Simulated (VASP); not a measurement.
Computed with PBE GGA with D3 dispersion (zero damping), VASP's PBE PAW potentials (set 64) (plane waves; VASP).

VASP ran on this input.

**INCAR**
```
SYSTEM = CsI
PREC = Accurate; ENCUT = 520; LREAL = .FALSE.
LASPH = .TRUE.
EDIFF = 1E-7; NELM = 100; ALGO = Normal
LMAXMIX = 4
ISMEAR = 0; SIGMA = 0.05
GGA = PE; IVDW = 11
ISIF = 2
LWAVE = .FALSE.; LCHARG = .FALSE.
```

KPOINTS:
```
Automatic mesh
0
gamma
  6 6 6
0 0 0
```

File POSCAR:
```
CsI
1
    4.7168022628     0.0000000000     0.0000000000
    0.0000000000     4.7168022628     0.0000000000
    0.0000000000     0.0000000000     4.7168022628
Cs I
1 1
Direct
  0.0000000000   0.0000000000   0.0000000000
  0.5000000000   0.5000000000   0.5000000000
```

POTCAR, in this order: Cs_sv I (PBE.64 set). Program: vasp_std.

What VASP printed:

### OUTCAR
```
 ion  position               nearest neighbor table
   1  0.000  0.000  0.000-
   2  0.500  0.500  0.500-
  LATTYP: Found a simple cubic cell.
 ALAT       =     4.7168022628
 Subroutine PRICEL returns:
 Original cell was already a primitive cell.
 Subroutine GETGRP returns: Found 48 space group operations
The static configuration has the point symmetry O_h .
The dynamic configuration has the point symmetry O_h .
 Subroutine INISYM returns: Found 48 space group operations
 Subroutine IBZKPT returns following result:
 Found     20 irreducible k-points:

 Following reciprocal coordinates:
            Coordinates               Weight
  0.000000  0.000000  0.000000      1.000000
  0.166667  0.000000  0.000000      6.000000
  0.333333  0.000000  0.000000      6.000000
  0.500000  0.000000  0.000000      3.000000
  0.166667  0.166667  0.000000     12.000000
  0.333333  0.166667  0.000000     24.000000
  0.500000  0.166667  0.000000     12.000000
  0.333333  0.333333  0.000000     12.000000
  0.500000  0.333333  0.000000     12.000000
  0.500000  0.500000  0.000000      3.000000
  0.166667  0.166667  0.166667      8.000000
  0.333333  0.166667  0.166667     24.000000
  0.500000  0.166667  0.166667     12.000000
  0.333333  0.333333  0.166667     24.000000
  0.500000  0.333333  0.166667     24.000000
  0.500000  0.500000  0.166667      6.000000
  0.333333  0.333333  0.333333      8.000000
  0.500000  0.333333  0.333333     12.000000
  0.500000  0.500000  0.333333      6.000000
  0.500000  0.500000  0.500000      1.000000
   k-points           NKPTS =     20   k-points in BZ     NKDIM =     20   number of bands    NBANDS=     12
   number of dos      NEDOS =    301   number of ions     NIONS =      2
   total plane-waves  NPLWV =  46656
   dimension x,y,z NGX =    36 NGY =   36 NGZ =   36
   dimension x,y,z NGXF=    72 NGYF=   72 NGZF=   72
   ions per type =               1   1
   PREC   = accura    normal or accurate (medium, high low for compatibility)
   ISTART =      0    job   : 0-new  1-cont  2-samecut
   ICHARG =      2    charge: 1-file 2-atom 10-const
   ISPIN  =      1    spin polarized calculation?
   LNONCOLLINEAR =      F non collinear calculations
   LSORBIT =      F    spin-orbit coupling
   INIWAV =      1    electr: 0-lowe 1-rand  2-diag
   ENCUT  =  520.0 eV  38.22 Ry    6.18 a.u.   8.77  8.77  8.77*2*pi/ulx,y,z
   NELM   =    100;   NELMIN=  2; NELMDL= -5     # of ELM steps
   EDIFF  = 0.1E-06   stopping-criterion for ELM
   LREAL  =      F    real-space projection
   NLSPLINE    = F    spline interpolate recip. space projectors
   LMAXMIX     =    4 max onsite mixed and CHGCAR
   VOSKOWN=      0    Vosko Wilk Nusair interpolation
   EDIFFG = 0.1E-05   stopping-criterion for IOM
   NSW    =      0    number of steps for IOM
   NBLOCK =      1;   KBLOCK =      1    inner block; outer block
   IBRION =     -1    ionic relax: 0-MD 1-quasi-New 2-CG
   NFREE  =      0    steps in history (QN), initial steepest desc. (CG)
   ISIF   =      2    stress and relaxation
   ISYM   =      2    0-nonsym 1-usesym 2-fastsym
   TEIN   =    0.0    initial temperature
   TEBEG  =    0.0;   TEEND  =   0.0 temperature during run
   SMASS  =  -3.00    Nose mass-parameter (am)
   PSTRESS=    0.0 pullay stress
   NELECT =      16.0000    total number of electrons
   EFERMI =   0.00;   METHOD = LEGACY
   ISMEAR =     0;   SIGMA  =   0.05  broadening in eV -4-tet -1-fermi 0-gaus
   IALGO  =     38    algorithm
   LDIAG  =      T    sub-space diagonalisation (order eigenvalues)
   IMIX   =      4    mixing-type and parameters
     AMIX     =   0.40;   BMIX     =  1.00
     AMIX_MAG =   1.60;   BMIX_MAG =  1.00
...
```

File OSZICAR:
```
       N       E                     dE             d eps       ncg     rms          rms(c)
DAV:   1     0.952796586954E+02    0.95280E+02   -0.60769E+03   480   0.108E+03
DAV:   2     0.298010486651E+01   -0.92300E+02   -0.86511E+02   668   0.166E+02
DAV:   3    -0.547545187919E+01   -0.84556E+01   -0.84281E+01   588   0.573E+01
DAV:   4    -0.560138386039E+01   -0.12593E+00   -0.12590E+00   572   0.873E+00
DAV:   5    -0.560306385553E+01   -0.16800E-02   -0.16799E-02   596   0.101E+00    0.155E+00
DAV:   6    -0.546580871273E+01    0.13726E+00   -0.18274E-01   536   0.194E+00    0.117E+00
DAV:   7    -0.543592345572E+01    0.29885E-01   -0.15719E-01   560   0.185E+00    0.617E-01
DAV:   8    -0.543983584522E+01   -0.39124E-02   -0.11520E-02   552   0.690E-01    0.708E-02
DAV:   9    -0.544026685868E+01   -0.43101E-03   -0.16538E-03   556   0.241E-01    0.818E-02
DAV:  10    -0.544034009791E+01   -0.73239E-04   -0.13077E-04   544   0.863E-02    0.167E-02
DAV:  11    -0.544033352068E+01    0.65772E-05   -0.48948E-05   580   0.315E-02    0.555E-03
DAV:  12    -0.544033457567E+01   -0.10550E-05   -0.49883E-06   560   0.156E-02    0.189E-03
DAV:  13    -0.544033464848E+01   -0.72811E-07   -0.12772E-07   452   0.267E-03
   1 F= -.59313753E+01 E0= -.59313753E+01  d E =-.617869E-11
```

File OUTCAR:
```
------------------------ aborting loop because EDIFF is reached ----------------------------------------
 Edisp (eV)   -0.49104
  FORCE on cell =-STRESS in cart. coord.  units (eV):
  Direction    XX          YY          ZZ          XY          YZ          ZX
  --------------------------------------------------------------------------------------
  Total      -0.17233    -0.17233    -0.17233     0.00000    -0.00000    -0.00000
  in kB      -2.63104    -2.63104    -2.63104     0.00000    -0.00000    -0.00000
  external pressure =       -2.63 kB  Pullay stress =        0.00 kB
  volume of cell :      104.94
      direct lattice vectors                 reciprocal lattice vectors
     4.716802263  0.000000000  0.000000000     0.212008039  0.000000000  0.000000000
     0.000000000  4.716802263  0.000000000     0.000000000  0.212008039  0.000000000
     0.000000000  0.000000000  4.716802263     0.000000000  0.000000000  0.212008039
 POSITION                                       TOTAL-FORCE (eV/Angst)
 -----------------------------------------------------------------------------------
      0.00000      0.00000      0.00000         0.000000      0.000000      0.000000
      2.35840      2.35840      2.35840         0.000000      0.000000      0.000000
 -----------------------------------------------------------------------------------
    total drift:                               -0.000000      0.000000      0.000000
  FREE ENERGIE OF THE ION-ELECTRON SYSTEM (eV)
  ---------------------------------------------------
  free  energy   TOTEN  =        -5.9313752542 eV

  energy  without entropy=       -5.9313752542  energy(sigma->0) =       -5.93137525
```
(Selected blocks of OUTCAR.)

**OUTCAR**
```
 val. band max:        0.2716531911   @ k =   0.5000   0.5000   0.0000

 cond. band min:       3.8559385175   @ k =   0.0000   0.0000   0.0000


 Fermi energy:         0.4835810340

 k-point     1 :       0.0000    0.0000    0.0000
  band No.  band energies     occupation
      1     -20.2568      2.00000
      2     -10.2468      2.00000
      3      -6.9683      2.00000
      4      -6.9683      2.00000
      5      -6.9683      2.00000
      6       0.1733      2.00000
      7       0.1733      2.00000
      8       0.1733      2.00000
      9       3.8559      0.00000
     10       4.5772      0.00000
     11       4.5772      0.00000
     12       7.8166      0.00000

 k-point     2 :       0.1667    0.0000    0.0000
  band No.  band energies     occupation
      1     -20.2529      2.00000
      2     -10.2456      2.00000
      3      -7.0025      2.00000
      4      -6.9578      2.00000
      5      -6.9578      2.00000
      6      -0.2191      2.00000
      7       0.1498      2.00000
      8       0.1498      2.00000
      9       4.3922      0.00000
     10       4.7294      0.00000
     11       5.0787      0.00000
     12       7.7405      0.00000

 k-point     3 :       0.3333    0.0000    0.0000
  band No.  band energies     occupation
      1     -20.2451      2.00000
      2     -10.2444      2.00000
      3      -7.0639      2.00000
      4      -6.9366      2.00000
      5      -6.9366      2.00000
      6      -0.8192      2.00000
      7       0.1013      2.00000
      8       0.1013      2.00000
      9       5.1427      0.00000
     10       5.4967      0.00000
     11       6.1526      0.00000
     12       7.7927      0.00000

 k-point     4 :       0.5000    0.0000    0.0000
  band No.  band energies     occupation
      1     -20.2411      2.00000
      2     -10.2445      2.00000
      3      -7.0913      2.00000
      4      -6.9258      2.00000
      5      -6.9258      2.00000
      6      -1.0679      2.00000
...
```

Unless said otherwise, spin-orbit coupling is left out, though it shifts the bands of the heavy elements here.

The compound is CsI in the CsCl type structure. This cell is one point of a volume scan, at 1.03 of the reference volume.
